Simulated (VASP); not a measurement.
**Si in VASP: one cell, several levels of theory**

Aim: gap, levels, forces and stress of Si built on the diamond prototype, under +4.0 % equal strain in all directions at fixed geometry. Runs: PBE, r2SCAN.

Program: VASP 6.6.1. PAW datasets, plane waves. Calculated at 0 K for a non-magnetic cell.

### 1 The structure to begin with

The cell comes from an earlier relaxation with r2SCAN in another program.

Space group Fd-3m (No. 227), cubic; conventional cell a = 5.662 Å, 22.69 Å³ an atom. Around Si lie 4 Si at 2.45 Å.

The structure in full:

```cif
data_structure
_symmetry_space_group_name_H-M 'P 1'
_symmetry_Int_Tables_number 1
_cell_length_a 4.0036
_cell_length_b 4.0036
_cell_length_c 4.0036
_cell_angle_alpha 60.000
_cell_angle_beta 60.000
_cell_angle_gamma 60.000
_cell_volume 45.38
loop_
_atom_site_label
_atom_site_type_symbol
_atom_site_fract_x
_atom_site_fract_y
_atom_site_fract_z
_atom_site_occupancy
Si1 Si 0.00000 0.00000 0.00000 1
Si2 Si 0.25000 0.25000 0.25000 1
```

### 2 PBE

Contents of INCAR:

```
ENCUT = 520.000000
SIGMA = 0.020000
EDIFF = 1.00e-07
GGA = PE
PREC = Accurate
IBRION = -1
ISIF = 2
ISMEAR = -1
NBANDS = 11
NELM = 120
NSW = 0
LASPH = .TRUE.
LCHARG = .TRUE.
LELF = .TRUE.
LWAVE = .FALSE.
LREAL = .FALSE.
```

Contents of KPOINTS:

```
KPOINTS created by Atomic Simulation Environment
0
Gamma
8 8 8
0 0 0
```

Contents of KPOINTS_OPT:

```
special points
7
Reciprocal
0.0000000000 0.0000000000 0.0000000000 1
0.5000000000 0.0000000000 0.5000000000 1
0.6250000000 0.2500000000 0.6250000000 1
0.3750000000 0.3750000000 0.7500000000 1
0.5000000000 0.5000000000 0.5000000000 1
0.5000000000 0.2500000000 0.7500000000 1
0.0000000000 0.4114580000 0.4114580000 1
```

Contents of POSCAR:

```
Si
 1.0000000000000000
     0.0000000000000000    2.8310036514000001    2.8310036514000001
     2.8310036514000001    0.0000000000000000    2.8310036514000001
     2.8310036514000001    2.8310036514000001    0.0000000000000000
 Si
   2
Cartesian
  0.0000000000000000  0.0000000000000000  0.0000000000000000
  1.4155018257000000  1.4155018257000000  1.4155018257000000
```

Potentials: the recommended PBE PAW datasets, 8 valence electrons in the neutral cell.

Command:

```sh
$ mpirun -np 1 vasp_std
```

### 3 r2SCAN at this geometry

Contents of INCAR:

```
ENCUT = 520.000000
SIGMA = 0.010000
EDIFF = 1.00e-07
ALGO = Normal
METAGGA = R2SCAN
PREC = Accurate
IBRION = -1
ISIF = 2
ISMEAR = 0
NBANDS = 11
NELM = 120
NSW = 0
LASPH = .TRUE.
LCHARG = .TRUE.
LELF = .TRUE.
LWAVE = .FALSE.
LREAL = .FALSE.
```

KPOINTS is that of step 2.

KPOINTS_OPT is that of step 2.

POSCAR is that of step 2.

Q: Predict the outcome of this session. Wanted: for each run, gap; pressure.

As calculated:

```
 level  gap (eV)  pressure (GPa)
   PBE      0.77           -7.38
r2SCAN      0.96           -9.04
```

What this shows: The gap runs from 0.77 eV (PBE) to 0.96 eV (r2SCAN). The pressure is highest with PBE (-7.4 GPa) and lowest with r2SCAN (-9.0 GPa), which orders the cells that they would relax to.
